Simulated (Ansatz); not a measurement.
# Os (P6_3/mmc) in Ansatz: equation of state

How stiff is Os in PBE, and what volume does it want? The cell is scaled to several volumes.

Program: Ansatz 0.2.0. These are calculated values, not measurements. Logs are shortened: lines on timing, memory, paths and dates and some standing lists are left out, and cuts for length are marked.

**1. The structure**

It takes space group P6_3/mmc (No. 194, hexagonal). The conventional cell has a = 2.734 Å, b = 2.734 Å, c = 4.320 Å, α = 90.00°, β = 90.00°, γ = 120.00°. Os (site symmetry -6m2) has 12 Os at 2.68 to 2.73 Å as nearest neighbours.

**2. Single point, PBE, 13.14 Å³/atom (volume scaled by 0.94)**

Contents of input.yaml:

```yaml
crystal:
  lattice:
    - [2.6782863798, 0.0, 0.0]
    - [-1.3391431899, 2.3194640436, 0.0]
    - [0.0, 0.0, 4.2315181138]
  atoms:
    - { symbol: Os, position: [0.6666666667, 0.3333333333, 0.75] }
    - { symbol: Os, position: [0.3333333333, 0.6666666667, 0.25] }
hamiltonian:
  xc: pbe
  pseudopotentials: { kind: paw }
kpoints:
  mp_grid: { grid: [11, 11, 6] }
scf:
  occupations: { method: fermi_dirac, width: 0.05 }
output:
  forces: true
  stress: true
  eigenvalues: true
```

Potentials or basis: Ansatz PAW.

Started as:

```console
ansatz run input.yaml --threads 2 --pin off --max-ram 5120MiB --backend cpu --events-out ev --progress --plain --runs-dir out
```

Output:

```text
Warning: RAYON_NUM_THREADS=2 ignored (pool sized by the plan → 2); use --threads N
Engine: ansatz 0.2.0, aarch64-unknown-linux-gnu
Pseudopotentials: kind: paw
Pseudopotential: Os, paw, valence charge 16, recommended cutoff 420 eV (normal), Os.paw.azcp
Functional definition: PBE
  parameter kappa = 0.804
  parameter beta = 0.06672455060314922
  exchange = pbe_x(kappa = kappa, mu = beta*pi^2/3)
  correlation = pbe_c(beta = beta)
Crystal: 2 atoms, lattice volume = 26.287 Å³
Basis set: ecut = 420 eV, 537 PW (Γ), exchange–correlation on 36×36×60 points (8 copies of the dense FFT grid, shifted against one another)
Bands: 20, of which v1, the nominal top of the filled ones, is band 16 counted from 1 (15 counted from 0)
Symmetry: 24 space group operations
Space group: P63/mmc (ITA 194), of the structure as read, at distance tolerance 3.0e-5 Å
k-points: 64 of 726
Non-local potential: Os, projectors of the file, l = 0: 3, l = 1: 2, l = 2: 2, l = 3: 1
PAW form: soft (Blöchl's): semilocal exchange-correlation on the pseudo side does not see the compensation charge
PAW one-centre angular grid: Os, 590 points (default); XC on 64 Gauss nodes
Initial density: superposition of atomic densities (neutral atoms: chi_scale 0, normalization atom), corrected by the library's trained network
Initial wavefunctions: pseudopotential atomic-orbital guess
Functional: x = pbe(κ = 0.804, μ = 0.2195149727645171), c = pbe(β = 0.06672455060314922)
SCF iter   1: F=—  HF=-22768.818570 eV  |F-HF|=—  |Δ(HF+E_count)|=         —  Δρ=9.63e-3  dr2=7.86e-3  ethr=1.77e-3  ⟨swp⟩=5.0  Hψ=5077  notcnv=0
preconditioner: auto → none  [metal: Δε(μ)=0.070 eV  Ē_g=7.457 eV  σ=0.050 eV  W_gap=0.31  n_scr=8 (ndim 8)  ℏωp=29.0 eV  f_vac=0.000  D(μ)=1.35/eV (n_scr^D=10)  sad-step TF]
SCF iter   2: F=—  HF=-22768.821342 eV  |F-HF|=—  |Δ(HF+E_count)|=   2.77e-3  Δρ=5.61e-3  dr2=2.63e-3  ethr=2.46e-5  ⟨swp⟩=1.9  Hψ=2145  notcnv=0
SCF iter   3: F=—  HF=-22768.822689 eV  |F-HF|=—  |Δ(HF+E_count)|=   1.35e-3  Δρ=2.60e-4  dr2=1.09e-5  ethr=8.23e-6  ⟨swp⟩=2.0  Hψ=1786  notcnv=0
SCF iter   4: F=—  HF=-22768.822698 eV  |F-HF|=—  |Δ(HF+E_count)|=   8.86e-6  Δρ=6.10e-5  dr2=4.06e-7  ethr=3.41e-8  ⟨swp⟩=2.8  Hψ=2283  notcnv=0
iter 5 did not close the SCF: its close was put off for the readings that it lacked (scf_convergence_deferred on its scf_iter line)
SCF iter   5: F=-22768.822698 eV  HF=-22768.822698 eV  |F-HF|=1.20e-9  |Δ(HF+E_count)|=   5.14e-8  Δρ=6.15e-6  dr2=5.21e-9  ethr=1.27e-9  ⟨swp⟩=2.9  Hψ=2259  notcnv=0
SCF iter   6: F=-22768.822698 eV  HF=-22768.822698 eV  |F-HF|=2.95e-10  |Δ(HF+E_count)|=  1.06e-10  Δρ=1.53e-6  dr2=4.21e-10  ethr=1.63e-11  ⟨swp⟩=2.2  Hψ=3915  notcnv=0
SCF 1 converged in 6 iterations: F = -22768.822698 eV  dr2 = 4.21e-10
SCF converged after 6 iterations
Free energy (F): -22768.822698 eV
Harris-Foulkes:  -22768.822698 eV  (|F-HF|=2.95e-10)
Internal energy: -22768.810772 eV  (E = F + TS)
E sigma→0 (E₀):  -22768.816735 eV
Entropy (-TS):   -0.011926 eV (-5.963 meV/atom)
Fermi energy:    27.963645 eV
--- Per-component energies (eV) ---
  E_band       = -72.308211
  E_kinetic    = 1131.487876
  E_local      = -1443.448005  (includes V_loc(G=0)·N_el)
  E_nonlocal   = -2.354720
  E_hartree    = 617.282374
  E_xc         = -536.403055
  E_vxc        = -572.165453  (∫ρ·V_xc dr)
  E_paw        = -18024.714706  (= ΣΔE_a)
  E_vpaw       = -420.391719  (= ΣTr[D̂ρ^β])
  E_aug_tail   = -0.000121  (compensation charges beyond the density's cutoff)
  E_ewald      = -4510.660414
  E_smearing   = -0.011926  (= −TS)
  E_closure    = 0.000000  (closes the sum)
  Σ components = -22768.822698   (vs F -22768.822698, Δ=0.00e0)
--- Forces (eV/Å), atoms counted from 1 ---
  atom   1  Os    -0.00000000    -0.00000000     0.00000000
  atom   2  Os     0.00000000     0.00000000     0.00000000
  max |Σ_I F_I| component: 0.00e0 eV/Å
--- Stress (GPa, compression-positive) ---
       39.337323       0.000000       0.000000
       -0.000000      39.337323       0.000000
        0.000000       0.000000      41.881186
  P = ⅓ Tr σ = 40.1853 GPa (401.853 kbar)
--- Band table (eV; the first three rows and the last of 64) ---
  k-point 0: bands = ["-58.6681", "-58.5133", "-18.8664", "-17.6992", "-17.6992", "-17.4815", "-17.4815", "-17.4208", "16.5122", "19.6074", "24.6576", "24.6576", "24.9441", "25.5927", "25.5927", "26.3055", "26.3055", "28.0677", "29.8696", "29.8696"]
  k-point 1: bands = ["-58.6578", "-58.5238", "-18.7757", "-17.6848", "-17.6848", "-17.5246", "-17.4963", "-17.4963", "16.8833", "19.6687", "24.4654", "24.4654", "24.7294", "25.3533", "25.3533", "26.8379", "26.8379", "26.9943", "29.9160", "29.9160"]
  k-point 2: bands = ["-58.6297", "-58.5523", "-18.5239", "-17.8024", "-17.6452", "-17.6452", "-17.5364", "-17.5364", "17.8811", "19.6665", "24.2707", "24.3114", "24.3114", "24.8612", "24.8612", "25.1399", "27.9247", "27.9247", "29.7476", "29.7476"]
  k-point 63: bands = ["-58.5045", "-58.5045", "-18.5882", "-18.5882", "-18.2028", "-18.2028", "-17.6758", "-17.6758", "21.4419", "21.4419", "22.7753", "22.7753", "24.3074", "24.3074", "26.5858", "26.5858", "29.9167", "29.9167", "36.2764", "36.2764"]
```

Run time: 1.4 s. Hardware: 2 threads of Arm Neoverse N1, shared host; peak memory 0.29 GiB.

What came out:

```
Free energy            : -22768.8227 eV
Pressure               : 40.2 GPa
Band gap on the k mesh : none (metal or under the smearing width)
```

**3. Single point, PBE, 13.42 Å³/atom (volume scaled by 0.96)**

input.yaml: that of step 2 with these lines changed.

```diff
@@ -2,5 +2,5 @@
   lattice:
-    - [2.6782863798, 0.0, 0.0]
-    - [-1.3391431899, 2.3194640436, 0.0]
-    - [0.0, 0.0, 4.2315181138]
+    - [2.697148173, 0.0, 0.0]
+    - [-1.3485740865, 2.3357988356, 0.0]
+    - [0.0, 0.0, 4.261318519]
   atoms:
```

Potentials or basis: Ansatz PAW.

Started as:

```console
ansatz run input.yaml --threads 2 --pin off --max-ram 5120MiB --backend cpu --events-out ev --progress --plain --runs-dir out
```

Run time: 1.4 s. Hardware: 2 threads of Arm Neoverse N1, shared host; peak memory 0.29 GiB.

The run converged. Its results:

```
Free energy            : -22768.9423 eV
Pressure               : 28.5 GPa
Band gap on the k mesh : none (metal or under the smearing width)
```

**4. Single point, PBE, 13.70 Å³/atom (volume scaled by 0.98)**

input.yaml: that of step 3 with these lines changed.

```diff
@@ -2,5 +2,5 @@
   lattice:
-    - [2.697148173, 0.0, 0.0]
-    - [-1.3485740865, 2.3357988356, 0.0]
-    - [0.0, 0.0, 4.261318519]
+    - [2.7157497827, 0.0, 0.0]
+    - [-1.3578748913, 2.3519083021, 0.0]
+    - [0.0, 0.0, 4.2907078513]
   atoms:
```

Potentials or basis: Ansatz PAW.

Started as:

```console
ansatz run input.yaml --threads 2 --pin off --max-ram 5120MiB --backend cpu --events-out ev --progress --plain --runs-dir out
```

Output:

```text
Warning: RAYON_NUM_THREADS=2 ignored (pool sized by the plan → 2); use --threads N
Engine: ansatz 0.2.0, aarch64-unknown-linux-gnu
Pseudopotentials: kind: paw
Pseudopotential: Os, paw, valence charge 16, recommended cutoff 420 eV (normal), Os.paw.azcp
Functional definition: PBE
  parameter kappa = 0.804
  parameter beta = 0.06672455060314922
  exchange = pbe_x(kappa = kappa, mu = beta*pi^2/3)
  correlation = pbe_c(beta = beta)
Crystal: 2 atoms, lattice volume = 27.406 Å³
Basis set: ecut = 420 eV, 537 PW (Γ), exchange–correlation on 40×40×60 points (8 copies of the dense FFT grid, shifted against one another)
Bands: 20, of which v1, the nominal top of the filled ones, is band 16 counted from 1 (15 counted from 0)
Symmetry: 24 space group operations
Space group: P63/mmc (ITA 194), of the structure as read, at distance tolerance 3.0e-5 Å
k-points: 64 of 726
Non-local potential: Os, projectors of the file, l = 0: 3, l = 1: 2, l = 2: 2, l = 3: 1
PAW form: soft (Blöchl's): semilocal exchange-correlation on the pseudo side does not see the compensation charge
PAW one-centre angular grid: Os, 590 points (default); XC on 64 Gauss nodes
Initial density: superposition of atomic densities (neutral atoms: chi_scale 0, normalization atom), corrected by the library's trained network
Initial wavefunctions: pseudopotential atomic-orbital guess
Functional: x = pbe(κ = 0.804, μ = 0.2195149727645171), c = pbe(β = 0.06672455060314922)
SCF iter   1: F=—  HF=-22769.018660 eV  |F-HF|=—  |Δ(HF+E_count)|=         —  Δρ=9.41e-3  dr2=8.01e-3  ethr=1.77e-3  ⟨swp⟩=5.0  Hψ=5074  notcnv=0
preconditioner: auto → none  [metal: Δε(μ)=0.053 eV  Ē_g=7.062 eV  σ=0.050 eV  W_gap=0.25  n_scr=8 (ndim 8)  ℏωp=28.4 eV  f_vac=0.000  D(μ)=1.45/eV (n_scr^D=22)  sad-step TF]
SCF iter   2: F=—  HF=-22769.021806 eV  |F-HF|=—  |Δ(HF+E_count)|=   3.15e-3  Δρ=5.50e-3  dr2=2.70e-3  ethr=2.50e-5  ⟨swp⟩=2.0  Hψ=2172  notcnv=0
SCF iter   3: F=—  HF=-22769.023307 eV  |F-HF|=—  |Δ(HF+E_count)|=   1.50e-3  Δρ=2.47e-4  dr2=9.34e-6  ethr=8.44e-6  ⟨swp⟩=2.0  Hψ=1801  notcnv=0
SCF iter   4: F=—  HF=-22769.023327 eV  |F-HF|=—  |Δ(HF+E_count)|=   2.04e-5  Δρ=5.21e-5  dr2=3.41e-7  ethr=2.92e-8  ⟨swp⟩=2.2  Hψ=1930  notcnv=0
iter 5 did not close the SCF: its close was put off for the readings that it lacked (scf_convergence_deferred on its scf_iter line)
SCF iter   5: F=-22769.023327 eV  HF=-22769.023327 eV  |F-HF|=3.93e-10  |Δ(HF+E_count)|=   3.82e-8  Δρ=5.41e-6  dr2=3.81e-9  ethr=1.06e-9  ⟨swp⟩=2.0  Hψ=1824  notcnv=0
SCF iter   6: F=-22769.023327 eV  HF=-22769.023327 eV  |F-HF|=3.64e-12  |Δ(HF+E_count)|=  1.49e-10  Δρ=7.87e-7  dr2=7.48e-11  ethr=1.19e-11  ⟨swp⟩=2.1  Hψ=4045  notcnv=0
SCF 1 converged in 6 iterations: F = -22769.023327 eV  dr2 = 7.48e-11
SCF converged after 6 iterations
Free energy (F): -22769.023327 eV
Harris-Foulkes:  -22769.023327 eV  (|F-HF|=3.64e-12)
Internal energy: -22769.010596 eV  (E = F + TS)
E sigma→0 (E₀):  -22769.016962 eV
Entropy (-TS):   -0.012731 eV (-6.366 meV/atom)
Fermi energy:    26.620265 eV
--- Per-component energies (eV) ---
  E_band       = -110.960076
  E_kinetic    = 1127.044459
  E_local      = -1525.787001  (includes V_loc(G=0)·N_el)
  E_nonlocal   = -3.286279
  E_hartree    = 640.312026
  E_xc         = -534.842439
  E_vxc        = -570.059795  (∫ρ·V_xc dr)
  E_paw        = -18024.014734  (= ΣΔE_a)
  E_vpaw       = -419.495144  (= ΣTr[D̂ρ^β])
  E_aug_tail   = -0.000168  (compensation charges beyond the density's cutoff)
  E_ewald      = -4448.436461
  E_smearing   = -0.012731  (= −TS)
  E_closure    = 0.000000  (closes the sum)
  Σ components = -22769.023327   (vs F -22769.023327, Δ=0.00e0)
--- Forces (eV/Å), atoms counted from 1 ---
  atom   1  Os    -0.00000000    -0.00000000     0.00000000
  atom   2  Os     0.00000000     0.00000000     0.00000000
  max |Σ_I F_I| component: 1.85e-17 eV/Å
--- Stress (GPa, compression-positive) ---
       17.762489       0.000000       0.000000
       -0.000000      17.762489       0.000000
        0.000000       0.000000      18.823792
  P = ⅓ Tr σ = 18.1163 GPa (181.163 kbar)
--- Band table (eV; the first three rows and the last of 64) ---
  k-point 0: bands = ["-59.9566", "-59.8284", "-20.0357", "-19.0224", "-19.0224", "-18.8317", "-18.8317", "-18.7793", "15.5324", "18.6676", "23.5148", "23.5148", "23.7790", "24.3886", "24.3886", "25.0583", "25.0583", "26.6869", "28.4162", "28.4162"]
  k-point 1: bands = ["-59.9481", "-59.8370", "-19.9565", "-19.0098", "-19.0098", "-18.8689", "-18.8446", "-18.8446", "15.8861", "18.7140", "23.3320", "23.3320", "23.5767", "24.1645", "24.1645", "25.5596", "25.5596", "25.6454", "28.4522", "28.4522"]
  k-point 2: bands = ["-59.9247", "-59.8606", "-19.7365", "-19.1092", "-18.9751", "-18.9751", "-18.8798", "-18.8798", "16.8442", "18.6645", "23.1391", "23.1852", "23.1852", "23.7024", "23.7024", "23.8856", "26.5786", "26.5786", "28.2839", "28.2839"]
  k-point 63: bands = ["-59.8214", "-59.8214", "-19.7925", "-19.7925", "-19.4569", "-19.4569", "-19.0020", "-19.0020", "20.4391", "20.4391", "21.7144", "21.7144", "23.1307", "23.1307", "25.3299", "25.3299", "28.4558", "28.4558", "34.5227", "34.5227"]
```

It took 1.4 s on 2 threads of Arm Neoverse N1, shared host; peak memory 0.3 GiB.

Results:

| Item | Value |
| --- | --- |
| Free energy | -22769.0233 eV |
| Pressure | 18.1 GPa |
| Band gap on the k mesh | none (metal or under the smearing width) |

**5. Single point, PBE, 13.98 Å³/atom**

input.yaml: that of step 4 with these lines changed.

```diff
@@ -2,5 +2,5 @@
   lattice:
-    - [2.7157497827, 0.0, 0.0]
-    - [-1.3578748913, 2.3519083021, 0.0]
-    - [0.0, 0.0, 4.2907078513]
+    - [2.7341, 0.0, 0.0]
+    - [-1.36705, 2.3678000565, 0.0]
+    - [0.0, 0.0, 4.3197]
   atoms:
```

Started as:

```console
ansatz run input.yaml --threads 2 --pin off --max-ram 5120MiB --backend cpu --events-out ev --progress --plain --runs-dir out
```

It took 1.4 s on 2 threads of Arm Neoverse N1, shared host; peak memory 0.29 GiB.

It converged, with:

```yaml
Free_energy: -22769.0700 eV
Pressure: 8.8 GPa
Band_gap_on_the_k_mesh: none (metal or under the smearing width)
```

**6. Single point, PBE, 14.26 Å³/atom (volume scaled by 1.02)**

input.yaml: that of step 5 with these lines changed.

```diff
@@ -2,5 +2,5 @@
   lattice:
-    - [2.7341, 0.0, 0.0]
-    - [-1.36705, 2.3678000565, 0.0]
-    - [0.0, 0.0, 4.3197]
+    - [2.7522071502, 0.0, 0.0]
+    - [-1.3761035751, 2.3834813086, 0.0]
+    - [0.0, 0.0, 4.3483081185]
   atoms:
```

Potentials or basis: Ansatz PAW.

Started as:

```console
ansatz run input.yaml --threads 2 --pin off --max-ram 5120MiB --backend cpu --events-out ev --progress --plain --runs-dir out
```

Wall time 1.4 s (2 threads of Arm Neoverse N1, shared host); peak memory 0.3 GiB.

The run converged. Its results:

```
Free energy            : -22769.0860 eV
Pressure               : 0.5 GPa
Band gap on the k mesh : none (metal or under the smearing width)
```

**7. Single point, PBE, 14.54 Å³/atom (volume scaled by 1.04)**

input.yaml: that of step 6 with these lines changed.

```diff
@@ -2,5 +2,5 @@
   lattice:
-    - [2.7522071502, 0.0, 0.0]
-    - [-1.3761035751, 2.3834813086, 0.0]
-    - [0.0, 0.0, 4.3483081185]
+    - [2.770079126, 0.0, 0.0]
+    - [-1.385039563, 2.3989588936, 0.0]
+    - [0.0, 0.0, 4.3765446767]
   atoms:
```

Started as:

```console
ansatz run input.yaml --threads 2 --pin off --max-ram 5120MiB --backend cpu --events-out ev --progress --plain --runs-dir out
```

Run time: 1.5 s. Hardware: 2 threads of Arm Neoverse N1, shared host; peak memory 0.3 GiB.

It converged, with:

* Free energy: -22769.0747 eV
* Pressure: -6.9 GPa
* Band gap on the k mesh: none (metal or under the smearing width)

**8. Single point, PBE, 14.82 Å³/atom (volume scaled by 1.06)**

input.yaml: that of step 7 with these lines changed.

```diff
@@ -2,5 +2,5 @@
   lattice:
-    - [2.770079126, 0.0, 0.0]
-    - [-1.385039563, 2.3989588936, 0.0]
-    - [0.0, 0.0, 4.3765446767]
+    - [2.7877234178, 0.0, 0.0]
+    - [-1.3938617089, 2.4142392985, 0.0]
+    - [0.0, 0.0, 4.404421509]
   atoms:
```

Started as:

```console
ansatz run input.yaml --threads 2 --pin off --max-ram 5120MiB --backend cpu --events-out ev --progress --plain --runs-dir out
```

Wall time 1.5 s (2 threads of Arm Neoverse N1, shared host); peak memory 0.3 GiB.

Results (log left out):

```
Free energy            : -22769.0388 eV
Pressure               : -13.5 GPa
Band gap on the k mesh : none (metal or under the smearing width)
```

**9. Equation of state, PBE**

Potentials or basis: Ansatz PAW.

This step only gathers the single runs of the series.

What came out:

```yaml
Equilibrium_volume: 14.28 Å³/atom
Bulk_modulus_at_fixed_shape_and_positions: 397 GPa
Pressure_derivative_of_the_bulk_modulus: 4.8
```

Energy against volume, from the lowest point:
```csv
volume (Å³/atom),energy (meV/atom)
13.143,131.67
13.423,71.90
13.703,31.36
13.982,8.00
14.262,0.00
14.542,5.70
14.821,23.61
```

Caveat: the cell was scaled at fixed shape and fractional positions, which overstates the stiffness of a crystal with free parameters, most of all of layers and chains. The run has no spin-orbit coupling, so splittings on Os are missing.
